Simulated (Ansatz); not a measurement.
# Thickness series of a Pt/AlN/Re junction

Wanted: T(E), the conductance and its decay constant for Pt/AlN/Re. The lower electrode is Pt fcc(111), the upper one Re hcp(0001); the barrier is AlN rock salt(111) (Al and Al faces). In the first transport cell, after relaxation, the nearest pair of electrode and barrier is Pt–Al at 2.55 Å, at a slant, at the lower face and Re–Al at 2.73 Å, at a slant, at the upper one. All share a net of side 2.807 Å, which strains the lower electrode by +0.0 %, the upper one by +1.3 % and the barrier by -2.5 %, against typed lattice constants near PBE's. The first steps treat the bulk electrodes alone.

Program: Ansatz 0.2.0. Level of theory: PBE DFT, plane waves, PAW files, in the first sound run; inputs show where later runs differ. Results are calculated unless marked as measured.

### Step 1. The starting structure

The structure is cubic, space group Fm-3m (No. 225). Conventional cell: a = 3.970 Å, b = 3.970 Å, c = 3.970 Å, α = 90.00°, β = 90.00°, γ = 90.00°. Pt has 12 Pt at 2.81 Å nearest.

### Step 2. Layer spacing of the electrode, 3 atoms, electrode Pt fcc(111)

The electrode is held to the junction's net and relaxed along the normal; its spacing is used for the ideal lead layers.

Contents of input.yaml:

```yaml
crystal:
  lattice:
    - [2.807, 0.0, 0.0]
    - [-1.4035, 2.4309333084, 0.0]
    - [0.0, 0.0, 6.8766085047]
  atoms:
    - { symbol: Pt, position: [0.0, 0.0, 0.0] }
    - { symbol: Pt, position: [0.3333333333, 0.6666666667, 0.3333333333] }
    - { symbol: Pt, position: [0.6666666667, 0.3333333333, 0.6666666667] }
kpoints:
  mp_grid: { grid: [18, 18, 5] }
scf:
  occupations: { method: fermi_dirac, width: 0.1 }
  max_iter: 150
hamiltonian:
  xc: pbe
relax:
  f_tol: 0.01
  max_steps: 40
  cell: { fix: [a, b, angles] }
```

On the command line:

```bash
ansatz run input.yaml --threads 4 --pin off --max-ram 10240MiB --backend cpu --events-out ev --progress --plain --runs-dir out
```

Numbers of over 12 decimals in the logs are rounded to 6 here.

The program printed:

```text
Engine: ansatz 0.2.0, aarch64-unknown-linux-gnu
Pseudopotentials: kind: paw
Pseudopotential: Pt, paw, valence charge 18, recommended cutoff 420 eV (normal), Pt.paw.azcp
Functional definition: PBE
  parameter kappa = 0.804
  parameter beta = 0.066725
  exchange = pbe_x(kappa = kappa, mu = beta*pi^2/3)
  correlation = pbe_c(beta = beta)
Crystal: 3 atoms, lattice volume = 46.923 Å³
Basis set: ecut = 420 eV, 947 PW (Γ), exchange–correlation on 40×40×96 points (8 copies of the dense FFT grid, shifted against one another)
Bands: 33, of which v1, the nominal top of the filled ones, is band 27 counted from 1 (26 counted from 0)
Symmetry: 36 space group operations
Space group: R-3m (ITA 166), of the structure as read, at distance tolerance 3.6e-5 Å
k-points: 165 of 1620
Non-local potential: Pt, projectors of the file, l = 0: 3, l = 1: 2, l = 2: 2, l = 3: 1
PAW form: soft (Blöchl's): semilocal exchange-correlation on the pseudo side does not see the compensation charge
PAW one-centre angular grid: Pt, 590 points (default); XC on 64 Gauss nodes
Initial density: superposition of atomic densities (neutral atoms: chi_scale 0, normalization atom), corrected by the library's trained network
Initial wavefunctions: pseudopotential atomic-orbital guess
Functional: x = pbe(κ = 0.804, μ = 0.219515), c = pbe(β = 0.066725)
SCF iter   1: F=—  HF=-37569.130195 eV  |F-HF|=—  |Δ(HF+E_count)|=         —  Δρ=2.91e-3  dr2=6.48e-4  ethr=1.77e-3  ⟨swp⟩=5.2  Hψ=18990  notcnv=0
preconditioner: auto → Kerker (q_TF=auto, 2.793 Å⁻¹)  [metal: Δε(μ)=0.003 eV  Ē_g=9.155 eV  σ=0.100 eV  W_gap=0.01  n_scr=24 (ndim 8)  ℏωp=29.7 eV  f_vac=0.000  D(μ)=5.55/eV (n_scr^D=82)]
SCF iter   2: F=—  HF=-37569.133761 eV  |F-HF|=—  |Δ(HF+E_count)|=   3.57e-3  Δρ=1.64e-3  dr2=2.18e-4  ethr=1.20e-6  ⟨swp⟩=2.8  Hψ=11750  notcnv=0
SCF iter   3: F=—  HF=-37569.134287 eV  |F-HF|=—  |Δ(HF+E_count)|=   5.26e-4  Δρ=1.14e-4  dr2=1.77e-6  ethr=4.04e-7  ⟨swp⟩=2.0  Hψ=7917  notcnv=0
SCF iter   4: F=—  HF=-37569.134265 eV  |F-HF|=—  |Δ(HF+E_count)|=   2.16e-5  Δρ=5.17e-5  dr2=5.01e-7  ethr=3.28e-9  ⟨swp⟩=1.1  Hψ=5563  notcnv=0
iter 5 did not close the SCF: its close was put off for the readings that it lacked (scf_convergence_deferred on its scf_iter line)
SCF iter   5: F=-37569.134266 eV  HF=-37569.134266 eV  |F-HF|=2.17e-9  |Δ(HF+E_count)|=   3.57e-7  Δρ=6.75e-6  dr2=2.11e-8  ethr=9.28e-10  ⟨swp⟩=2.0  Hψ=6981  notcnv=0
SCF iter   6: F=-37569.134266 eV  HF=-37569.134266 eV  |F-HF|=4.37e-10  |Δ(HF+E_count)|=   1.04e-9  Δρ=3.28e-6  dr2=3.58e-9  ethr=3.91e-11  ⟨swp⟩=2.0  Hψ=17214  notcnv=0
SCF 1 converged in 6 iterations: F = -37569.134266 eV  dr2 = 3.58e-9
  greatest PAW one-centre occupation: 1.000 electrons in one spin orbital (limit 2), on the Pt atom at site 2 (counted from 0), in its partial waves of l = 0
relax step   1: F+E_penalty+E_count = -37569.13426560 eV  Δ(F+E_penalty+E_count) = +0.000e0 eV  max|allowed force component| = 8.372e-29 eV/Å  Δτ_max = 0.0000 Å  P = +0.408 GPa  Ω = 46.923 Å³  fix = [a, b, alpha, beta, gamma]  reactions: a +0.453, b +0.453 GPa  (6 SCF iters, dr2 threshold 1.00e-7 eV, accepted)
Crystal: 3 atoms, lattice volume = 47.005 Å³
Initial density: handed on by an earlier stage of this run
Initial wavefunctions: those handed on with the density
iter 1 solved again at ethr=1.10e-7 eV; its pass at ethr=3.10e-3 eV (dr2=5.94e-5 eV) is discarded
SCF iter   1: F=—  HF=-37569.134261 eV  |F-HF|=—  |Δ(HF+E_count)|=         —  Δρ=4.23e-4  dr2=2.71e-5  ethr=1.10e-7  ⟨swp⟩=2.4  Hψ=23104  notcnv=0
preconditioner: auto → Kerker (q_TF=auto, 2.792 Å⁻¹)  [metal: Δε(μ)=0.009 eV  Ē_g=9.139 eV  σ=0.100 eV  W_gap=0.02  n_scr=24 (ndim 8)  ℏωp=29.7 eV  f_vac=0.000  D(μ)=5.56/eV (n_scr^D=82)]
SCF iter   2: F=—  HF=-37569.134240 eV  |F-HF|=—  |Δ(HF+E_count)|=   2.11e-5  Δρ=1.99e-4  dr2=5.96e-6  ethr=5.02e-8  ⟨swp⟩=1.0  Hψ=5446  notcnv=0
iter 3 did not close the SCF: its close was put off for the readings that it lacked (scf_convergence_deferred on its scf_iter line)
SCF iter   3: F=-37569.134239 eV  HF=-37569.134239 eV  |F-HF|=2.05e-8  |Δ(HF+E_count)|=   1.36e-6  Δρ=2.64e-5  dr2=1.64e-7  ethr=1.10e-8  ⟨swp⟩=1.7  Hψ=7175  notcnv=0
iter 4 did not close the SCF: its close was put off for the readings that it lacked (scf_convergence_deferred on its scf_iter line)
SCF iter   4: F=-37569.134239 eV  HF=-37569.134239 eV  |F-HF|=9.24e-10  |Δ(HF+E_count)|=   2.10e-9  Δρ=4.58e-6  dr2=4.42e-9  ethr=3.03e-10  ⟨swp⟩=2.2  Hψ=8340  notcnv=0
iter 5 did not close the SCF: its close was put off for the readings that it lacked (scf_convergence_deferred on its scf_iter line)
SCF iter   5: F=-37569.134239 eV  HF=-37569.134239 eV  |F-HF|=1.09e-10  |Δ(HF+E_count)|=  8.15e-10  Δρ=1.36e-6  dr2=4.87e-10  ethr=8.19e-12  ⟨swp⟩=2.0  Hψ=7969  notcnv=0
SCF iter   6: F=-37569.134239 eV  HF=-37569.134239 eV  |F-HF|=0.00e0  |Δ(HF+E_count)|=  1.46e-10  Δρ=2.92e-7  dr2=3.00e-11  ethr=1.00e-12  ⟨swp⟩=1.0  Hψ=13809  notcnv=0
SCF 2 converged in 6 iterations: F = -37569.134239 eV  dr2 = 3.00e-11
relax step   2: F+E_penalty+E_count = -37569.13423888 eV  Δ(F+E_penalty+E_count) = +2.672e-5 eV  max|allowed force component| = 2.842e-28 eV/Å  Δτ_max = 0.0000 Å  P = -0.021 GPa  Ω = 47.005 Å³  energy of the carried Pulay correction = -3.653e-5 eV  fix = [a, b, alpha, beta, gamma]  reactions: a +0.107, b +0.107 GPa  (6 SCF iters, dr2 threshold 2.52e-7 eV, accepted)
Crystal: 3 atoms, lattice volume = 46.967 Å³
iter 1 solved again at ethr=2.44e-8 eV; its pass at ethr=3.10e-3 eV (dr2=1.32e-5 eV) is discarded
SCF iter   1: F=—  HF=-37569.134306 eV  |F-HF|=—  |Δ(HF+E_count)|=         —  Δρ=1.97e-4  dr2=5.87e-6  ethr=2.44e-8  ⟨swp⟩=2.4  Hψ=23080  notcnv=0
preconditioner: auto → Kerker (q_TF=auto, 2.792 Å⁻¹)  [metal: Δε(μ)=0.006 eV  Ē_g=9.147 eV  σ=0.100 eV  W_gap=0.01  n_scr=24 (ndim 8)  ℏωp=29.7 eV  f_vac=0.000  D(μ)=5.56/eV (n_scr^D=82)]
SCF iter   2: F=—  HF=-37569.134289 eV  |F-HF|=—  |Δ(HF+E_count)|=   1.63e-5  Δρ=9.23e-5  dr2=1.28e-6  ethr=1.09e-8  ⟨swp⟩=1.0  Hψ=5446  notcnv=0
iter 3 did not close the SCF: its close was put off for the readings that it lacked (scf_convergence_deferred on its scf_iter line)
SCF iter   3: F=-37569.134289 eV  HF=-37569.134289 eV  |F-HF|=4.80e-9  |Δ(HF+E_count)|=   2.93e-7  Δρ=1.25e-5  dr2=3.67e-8  ethr=2.38e-9  ⟨swp⟩=1.7  Hψ=7080  notcnv=0
iter 4 did not close the SCF: its close was put off for the readings that it lacked (scf_convergence_deferred on its scf_iter line)
SCF iter   4: F=-37569.134289 eV  HF=-37569.134289 eV  |F-HF|=2.11e-10  |Δ(HF+E_count)|=  1.24e-10  Δρ=2.15e-6  dr2=1.02e-9  ethr=6.80e-11  ⟨swp⟩=2.2  Hψ=8284  notcnv=0
iter 5 did not close the SCF: its close was put off for the readings that it lacked (scf_convergence_deferred on its scf_iter line)
SCF iter   5: F=-37569.134289 eV  HF=-37569.134289 eV  |F-HF|=2.18e-11  |Δ(HF+E_count)|=  1.89e-10  Δρ=6.41e-7  dr2=1.15e-10  ethr=1.90e-12  ⟨swp⟩=2.0  Hψ=8058  notcnv=0
SCF iter   6: F=-37569.134289 eV  HF=-37569.134289 eV  |F-HF|=1.46e-11  |Δ(HF+E_count)|=  2.18e-11  Δρ=1.40e-7  dr2=7.22e-12  ethr=1.00e-12  ⟨swp⟩=1.0  Hψ=11550  notcnv=0
SCF 3 converged in 6 iterations: F = -37569.134289 eV  dr2 = 7.22e-12
relax step   3: F+E_penalty+E_count = -37569.13428917 eV  Δ(F+E_penalty+E_count) = -5.029e-5 eV  max|allowed force component| = 4.292e-28 eV/Å  Δτ_max = 0.0000 Å  P = +0.178 GPa  Ω = 46.967 Å³  energy of the carried Pulay correction = -1.950e-5 eV  fix = [a, b, alpha, beta, gamma]  reactions: a +0.268, b +0.268 GPa  (6 SCF iters, dr2 threshold 1.92e-7 eV, accepted)
Initial wavefunctions: pseudopotential atomic-orbital guess (no wavefunctions were taken with the density)
iter 1 solved again at ethr=7.79e-9 eV; its pass at ethr=3.10e-3 eV (dr2=4.21e-6 eV) is discarded
SCF iter   1: F=—  HF=-37569.134327 eV  |F-HF|=—  |Δ(HF+E_count)|=         —  Δρ=3.56e-6  dr2=1.03e-9  ethr=7.79e-9  ⟨swp⟩=3.6  Hψ=35423  notcnv=0
preconditioner: auto → Kerker (q_TF=auto, 2.792 Å⁻¹)  [metal: Δε(μ)=0.007 eV  Ē_g=9.147 eV  σ=0.100 eV  W_gap=0.02  n_scr=24 (ndim 8)  ℏωp=29.7 eV  f_vac=0.000  D(μ)=5.56/eV (n_scr^D=82)]
SCF iter   2: F=—  HF=-37569.134311 eV  |F-HF|=—  |Δ(HF+E_count)|=   1.58e-5  Δρ=1.76e-6  dr2=2.36e-10  ethr=1.90e-12  ⟨swp⟩=2.7  Hψ=10993  notcnv=0
iter 3 did not close the SCF: its close was put off for the readings that it lacked (scf_convergence_deferred on its scf_iter line)
SCF iter   3: F=-37569.134311 eV  HF=-37569.134311 eV  |F-HF|=2.18e-11  |Δ(HF+E_count)|=  6.55e-11  Δρ=2.45e-7  dr2=6.34e-12  ethr=1.00e-12  ⟨swp⟩=2.0  Hψ=9877  notcnv=0
iter 4 did not close the SCF: its close was put off for the readings that it lacked (scf_convergence_deferred on its scf_iter line)
SCF iter   4: F=-37569.134311 eV  HF=-37569.134311 eV  |F-HF|=2.91e-11  |Δ(HF+E_count)|=    0.00e0  Δρ=6.36e-8  dr2=6.48e-13  ethr=1.00e-12  ⟨swp⟩=1.0  Hψ=5445  notcnv=0
iter 5 did not close the SCF: its close was put off for the readings that it lacked (scf_convergence_deferred on its scf_iter line)
SCF iter   5: F=-37569.134311 eV  HF=-37569.134311 eV  |F-HF|=1.46e-11  |Δ(HF+E_count)|=  1.46e-11  Δρ=1.42e-8  dr2=4.99e-14  ethr=1.00e-12  ⟨swp⟩=1.0  Hψ=5445  notcnv=0
iter 6 did not close the SCF: its close was put off for the readings that it lacked (scf_convergence_deferred on its scf_iter line)
SCF iter   6: F=-37569.134311 eV  HF=-37569.134311 eV  |F-HF|=2.91e-11  |Δ(HF+E_count)|=  2.18e-11  Δρ=3.03e-9  dr2=2.59e-15  ethr=1.00e-12  ⟨swp⟩=1.0  Hψ=5445  notcnv=0
SCF iter   7: F=-37569.134311 eV  HF=-37569.134311 eV  |F-HF|=7.28e-12  |Δ(HF+E_count)|=  7.28e-12  Δρ=6.98e-10  dr2=1.13e-16  ethr=1.00e-12  ⟨swp⟩=2.0  Hψ=14021  notcnv=0
SCF 4 converged in 7 iterations: F = -37569.134311 eV  dr2 = 1.13e-16
relax step   4: F+E_penalty+E_count = -37569.13431112 eV  Δ(F+E_penalty+E_count) = -2.195e-5 eV  max|allowed force component| = 3.626e-29 eV/Å  Δτ_max = 0.0000 Å  P = +0.177 GPa  Ω = 46.967 Å³  fix = [a, b, alpha, beta, gamma]  reactions: a +0.267, b +0.267 GPa  stress off target by 2.18e-3 GPa on what of the cell is left free  SCF on the basis re-selected at this cell (its energy is not comparable with the rows above)  (7 SCF iters)
basis re-selected at this cell: Δ(F+E_penalty+E_count) = -2.195e-5 eV, ΔP = -0.001 GPa vs the last step (what re-selecting the basis moved, of the pressure what is left beyond the Pulay correction that the steps carried, after the strain that the cell walked since its last selection, with what the two solves' SCF thresholds leave and, on support functions, any second-order correction that the steps lacked; it is no m [...]
SCF converged after 7 iterations
Free energy (F): -37569.134311 eV
Harris-Foulkes:  -37569.134311 eV  (|F-HF|=7.28e-12)
Internal energy: -37568.959623 eV  (E = F + TS)
E sigma→0 (E₀):  -37569.046967 eV
Entropy (-TS):   -0.174688 eV (-58.229 meV/atom)
Fermi energy:    22.271218 eV
--- Per-component energies (eV) ---
  E_band       = -436.961933
  E_kinetic    = 1910.992480
  E_local      = -4531.414589  (includes V_loc(G=0)·N_el)
  E_nonlocal   = 599.465682
  E_hartree    = 1678.309202
  E_xc         = -784.765446
  E_vxc        = -907.753654  (∫ρ·V_xc dr)
  E_paw        = -28361.696583  (= ΣΔE_a)
  E_vpaw       = -864.870866  (= ΣTr[D̂ρ^β])
  E_aug_tail   = 0.000610  (compensation charges beyond the density's cutoff)
  E_ewald      = -8079.850980
  E_smearing   = -0.174688  (= −TS)
  E_closure    = 0.000000  (closes the sum)
  Σ components = -37569.134311   (vs F -37569.134311, Δ=0.00e0)
--- Forces (eV/Å), atoms counted from 1 ---
  atom   1  Pt    -0.00000000     0.00000000     0.00000000
  atom   2  Pt    -0.00000000     0.00000000     0.00000000
  atom   3  Pt     0.00000000     0.00000000    -0.00000000
  max |Σ_I F_I| component: 2.07e-29 eV/Å
--- Stress (GPa, compression-positive) ---
        0.267224       0.000000       0.000000
       -0.000000       0.267224      -0.000000
        0.000000      -0.000000      -0.002181
  P = ⅓ Tr σ = 0.1774 GPa (1.774 kbar)
--- Relaxed structure (3 steps of the walk, 3 accepted, 1 SCFs on fresh bases) ---
  F+E_penalty+E_count = -37569.13431112 eV   max|allowed force component| = 3.626e-29 eV/Å   (the final SCF, on the basis selected at the relaxed cell)
  cell:  # Å, volume = 46.9671 Å³
    - [2.807000, 0, 0]
    - [-1.403500, 2.430933, 0]
    - [0, 0, 6.883013]
  atoms:
    - { symbol: Pt, position: [0, 0, 0] }
    - { symbol: Pt, position: [0.333333, 0.666667, 0.333333] }
    - { symbol: Pt, position: [0.666667, 0.333333, 0.666667] }
```

Wall time 10 s (4 threads of Arm Neoverse V1, shared host); peak memory 0.48 GiB.

Little changed from the start: no atom moved by 0.005 Å and no cell edge by 0.1 %.

Numbers from this step:

| Property | Result |
| --- | --- |
| free energy | -37569.1343 eV |
| Fermi energy | 22.27 eV |
| pressure | 0.1774 GPa |

### Step 3. The strained electrode, 2 atoms, electrode Re hcp(0001)

System of this step: Re. The structure is hexagonal, space group P6_3/mmc (No. 194). Conventional cell: a = 2.807 Å, b = 2.807 Å, c = 4.438 Å, α = 90.00°, β = 90.00°, γ = 120.00°. Re has 12 Re at 2.75 to 2.81 Å nearest.

The electrode is held to the junction's net and relaxed along the normal; its spacing is used for the ideal lead layers.

input.yaml, the sections that differ from step 2:

```yaml
crystal:
  lattice:
    - [2.807, 0.0, 0.0]
    - [-1.4035, 2.4309333084, 0.0]
    - [0.0, 0.0, 4.4381111913]
  atoms:
    - { symbol: Re, position: [0.0, 0.0, 0.0] }
    - { symbol: Re, position: [0.3333333333, 0.6666666667, 0.5] }
kpoints:
  mp_grid: { grid: [18, 18, 7] }
# scf, hamiltonian, relax: as in step 2
```

The program printed:

```text
[...]
Crystal: 2 atoms, lattice volume = 30.284 Å³
Basis set: ecut = 420 eV, 603 PW (Γ), exchange–correlation on 40×40×60 points (8 copies of the dense FFT grid, shifted against one another)
Bands: 19, of which v1, the nominal top of the filled ones, is band 15 counted from 1 (14 counted from 0)
Symmetry: 24 space group operations
[...]
k-points: 148 of 2268
[...]
SCF iter   1: F=—  HF=-21736.161889 eV  |F-HF|=—  |Δ(HF+E_count)|=         —  Δρ=7.73e-3  dr2=6.28e-3  ethr=1.77e-3  ⟨swp⟩=5.0  Hψ=12359  notcnv=0
[...]
SCF iter   6: F=-21736.165911 eV  HF=-21736.165911 eV  |F-HF|=7.28e-12  |Δ(HF+E_count)|=   1.87e-9  Δρ=3.04e-6  dr2=8.27e-10  ethr=6.67e-11  ⟨swp⟩=2.0  Hψ=9642  notcnv=0
SCF 1 converged in 6 iterations: F = -21736.165911 eV  dr2 = 8.27e-10
[...]
relax step   1: F+E_penalty+E_count = -21736.16591104 eV  Δ(F+E_penalty+E_count) = +0.000e0 eV  max|allowed force component| = 3.469e-17 eV/Å  Δτ_max = 0.0000 Å  P = -4.170 GPa  Ω = 30.284 Å³  fix = [a, b, alpha, beta, gamma]  reactions: a -6.900, b -6.900 GPa  (6 SCF iters, dr2 threshold 1.00e-7 eV, accepted)
Crystal: 2 atoms, lattice volume = 30.452 Å³
[...]
SCF iter   1: F=—  HF=-21736.165272 eV  |F-HF|=—  |Δ(HF+E_count)|=         —  Δρ=9.91e-4  dr2=2.19e-4  ethr=4.44e-7  ⟨swp⟩=2.8  Hψ=15140  notcnv=0
eigensolver tolerance schedule calibrated: the retry pair's looser diagonalisation under-reported the residual by θ = 0.39 (0.10/decade); ethr = c·dr2/N_el runs at the constant in force after the calibration composes with the one it found (an armed cap, an earlier calibration), c = 9.6e-2
[...]
SCF iter   2: F=—  HF=-21736.165199 eV  |F-HF|=—  |Δ(HF+E_count)|=   7.32e-5  Δρ=3.13e-4  dr2=1.21e-5  ethr=4.44e-7  ⟨swp⟩=2.2  Hψ=4137  notcnv=0
[...]
SCF iter   6: F=-21736.165235 eV  HF=-21736.165235 eV  |F-HF|=3.64e-12  |Δ(HF+E_count)|=  1.46e-11  Δρ=2.01e-7  dr2=3.36e-12  ethr=1.00e-12  ⟨swp⟩=1.0  Hψ=7484  notcnv=0
SCF 2 converged in 6 iterations: F = -21736.165235 eV  dr2 = 3.36e-12
relax step   2: F+E_penalty+E_count = -21736.16523524 eV  Δ(F+E_penalty+E_count) = +6.758e-4 eV  max|allowed force component| = 3.238e-17 eV/Å  Δτ_max = 0.0000 Å  P = -6.134 GPa  Ω = 30.452 Å³  energy of the carried Pulay correction = -1.705e-4 eV  fix = [a, b, alpha, beta, gamma]  (6 SCF iters, dr2 threshold 2.00e-7 eV, rejected (line search))
Crystal: 2 atoms, lattice volume = 30.345 Å³
[...]
SCF iter   6: F=-21736.166092 eV  HF=-21736.166092 eV  |F-HF|=3.64e-12  |Δ(HF+E_count)|=  7.28e-12  Δρ=1.00e-7  dr2=9.21e-13  ethr=1.00e-12  ⟨swp⟩=5.1  Hψ=11348  notcnv=0
SCF 3 converged in 6 iterations: F = -21736.166092 eV  dr2 = 9.21e-13
relax step   3: F+E_penalty+E_count = -21736.16609207 eV  Δ(F+E_penalty+E_count) = -1.810e-4 eV  max|allowed force component| = 8.327e-17 eV/Å  Δτ_max = 0.0000 Å  P = -4.898 GPa  Ω = 30.345 Å³  energy of the carried Pulay correction = -6.252e-5 eV  fix = [a, b, alpha, beta, gamma]  reactions: a -7.340, b -7.340 GPa  (6 SCF iters, accepted)
[...]
SCF iter   8: F=-21736.166159 eV  HF=-21736.166159 eV  |F-HF|=7.28e-12  |Δ(HF+E_count)|=  1.46e-11  Δρ=1.72e-10  dr2=4.51e-18  ethr=1.00e-12  ⟨swp⟩=1.4  Hψ=6295  notcnv=0
SCF 4 converged in 8 iterations: F = -21736.166159 eV  dr2 = 4.51e-18
relax step   4: F+E_penalty+E_count = -21736.16615870 eV  Δ(F+E_penalty+E_count) = -6.663e-5 eV  max|allowed force component| = 7.864e-17 eV/Å  Δτ_max = 0.0000 Å  P = -4.898 GPa  Ω = 30.345 Å³  fix = [a, b, alpha, beta, gamma]  reactions: a -7.341, b -7.341 GPa  stress off target by 1.37e-2 GPa on what of the cell is left free  SCF on the basis re-selected at this cell (its energy is not comparable with the rows above)  (8 SCF iters)
[...]
SCF converged after 8 iterations
Free energy (F): -21736.166159 eV
[...]
Internal energy: -21736.109714 eV  (E = F + TS)
E sigma→0 (E₀):  -21736.137936 eV
Entropy (-TS):   -0.056445 eV (-28.222 meV/atom)
Fermi energy:    23.128490 eV
[...]
--- Stress (GPa, compression-positive) ---
       -7.340758       0.000000      -0.000000
        0.000000      -7.340758       0.000000
       -0.000000       0.000000      -0.013667
  P = ⅓ Tr σ = -4.8984 GPa (-48.984 kbar)
--- Relaxed structure (3 steps of the walk, 2 accepted, 1 SCFs on fresh bases) ---
[...]
cell:  # Å, volume = 30.3454 Å³
    - [2.807000, 0, 0]
    - [-1.403500, 2.430933, 0]
    - [0, 0, 4.447100]
  atoms:
    - { symbol: Re, position: [9.25185853962003e-18, -5.08852219630634e-17, 0] }
    - { symbol: Re, position: [0.333333, 0.666667, 0.5] }
```

The job ended after 4.6 s (4 threads; peak memory 0.37 GiB).

Relaxation path:

```csv
step,energy less that of the first step (eV),largest force component (eV/Å),pressure (GPa),volume (Å³)
1,0.0000,0.0000,-4.17,30.28
2,0.0007,0.0000,-6.13,30.45
3,-0.0002,0.0000,-4.90,30.35
4*,-0.0002,0.0000,-4.90,30.35
```

Relaxation steps marked * repeat the geometry before them on a plane-wave basis chosen anew for their cell, so energy and pressure can jump there. Relaxation step 2 was tried and not accepted.

The run keeps the 24 symmetry operations that it works with, so distortions that break them were not tested.

| conventional cell, symmetrised | before | after | change |
| --- | --- | --- | --- |
| a (Å) | 2.807 | 2.807 | -0.0 % |
| b (Å) | 2.807 | 2.807 | -0.0 % |
| c (Å) | 4.438 | 4.447 | +0.2 % |
| volume (Å³/atom) | 15.14 | 15.17 | +0.2 % |

Final coordinates:

```
Re
1.0
     2.80700    0.00000    0.00000
    -1.40350    2.43093    0.00000
     0.00000    0.00000    4.44710
Re
2
Direct
  0.00000 0.00000 0.00000
  0.33333 0.66667 0.50000
```

This step gave:

```yaml
free_energy: -21736.1662 eV
fermi_energy: 23.13 eV
pressure: -4.898 GPa
```

The cell grew by 0.2 % in volume.

(Part 1 of 6 ends here.)

[Logs are printed without paths, hosts, clocks, repeated set-up lines and the standing remarks that a program may print on its own settings, such as how far it seeks lower states.]

[Hosts, paths, dates, database ids (printed as entryN), source tags and the programs' standing remarks are cut or masked in the printed files.]
